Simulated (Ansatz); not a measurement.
An Ansatz (a first-principles code) input (Kohn–Sham DFT with the PBEsol functional, run in Ansatz with PAW and 420 eV plane waves, spin-orbit coupling left out, earlier PAW set):

Ansatz 0.2 input:
```yaml
crystal:
  lattice:
    - [0, 0, -4.235605954]
    - [-2.1859850853, 3.0914497548, -2.117802977]
    - [2.1859850853, 3.0914497548, -2.117802977]
  atoms:
    - { symbol: Te, position: [0.7524608349, 0.7475391651, 0.7475391651] }
    - { symbol: Zn, position: [0.9975391651, 0.0024608349, 0.0024608349] }
basis: { ecutwfc: 420, ecutrho_ratio: 4, xc_grid: 2, fft_grid_basis: typed }
kpoints: { mp_grid: { grid: [9, 9, 9] } }
hamiltonian:
  xc: pbesol
  dispersion: none
  pseudopotentials: { azcp: { folder: ./paw }, kind: paw }
scf: { occupations: { method: fermi_dirac, width: 0.05 }, convergence: { dr2_threshold: 0.0000000002 } }
output: { forces: true, stress: true }
checkpoint: { write: state.ck, write_every: 1000 }
```

Problem. Which symmetry and how many k-points will the program report, and about how many plane waves at Γ?

Solution. Space group Imm2 (ITA 44) with 4 operations, k-points 125 of 729, and 1111 plane waves at Γ.

Problem. And the final pressure?

Solution. -1.21 GPa (compression positive).

A biaxial case was relaxed in a doubled cell and then solved in the primitive one. The cells carry an imposed strain or load. No phonon test of stability was made. The cell was made from ZnTe in the zinc blende structure (space group F-43m, No. 216) by this change: biaxial strain +1.93 %, plane normal [110], relaxed out of plane.
